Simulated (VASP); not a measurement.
A run of VASP 6.6.1:

File INCAR:

```
ALGO     = Normal         # electronic algorithm
EDIFF    = 1E-7           # SCF threshold, eV
EDIFFG   = -0.005         # ionic threshold
ENCUT    = 600            # plane-wave cutoff, eV
IBRION   = 2              # ionic algorithm
ISIF     = 3              # what is computed and relaxed
ISMEAR   = 1              # smearing method
LASPH    = True           # aspherical terms in the spheres
LCHARG   = False          # write CHGCAR
LMIXTAU  = True         
LREAL    = False          # projectors in reciprocal space
LWAVE    = False          # write WAVECAR
METAGGA  = R2SCAN         # meta-GGA
NELM     = 80             # most SCF steps
NSW      = 90             # ionic steps
PREC     = Accurate       # precision mode
SIGMA    = 0.1            # smearing width, eV
```

The input KPOINTS:

```
k-points
0
Gamma
  15 15 13
```

The input POSCAR:

```
WC                                      
1.0
    2.9161513407     -0.0000000000      0.0000000000
   -1.4580756704      2.5254611423     -0.0000000000
    0.0000000000      0.0000000000      2.8400539197
  W               C             
     1     1
Direct
     0.0000000000000000    0.0000000000000000    0.0000000000000000
     0.6666666667000030    0.3333333332999970    0.5000000000000000
```

Potentials or basis: VASP PAW PBE potentials, release 64 (W_sv, C).

Launch:

```console
$ cat potpaw_PBE.64/W_sv/POTCAR potpaw_PBE.64/C/POTCAR > POTCAR
$ mpirun -np 1 vasp_std > vasp.out
```

Hardware: 1 thread of Intel(R) Xeon(R) Platinum 8375C CPU @ 2.90GHz (Ice Lake), on a shared host.

Task: How long does it take, and how much memory?

Result: Run time: 2.2 min on 1 thread of Intel(R) Xeon(R) Platinum 8375C CPU @ 2.90GHz (Ice Lake), on a shared host, peak memory 0.2 GiB. Counts: scf iterations 22, k points 189, ion steps 1.
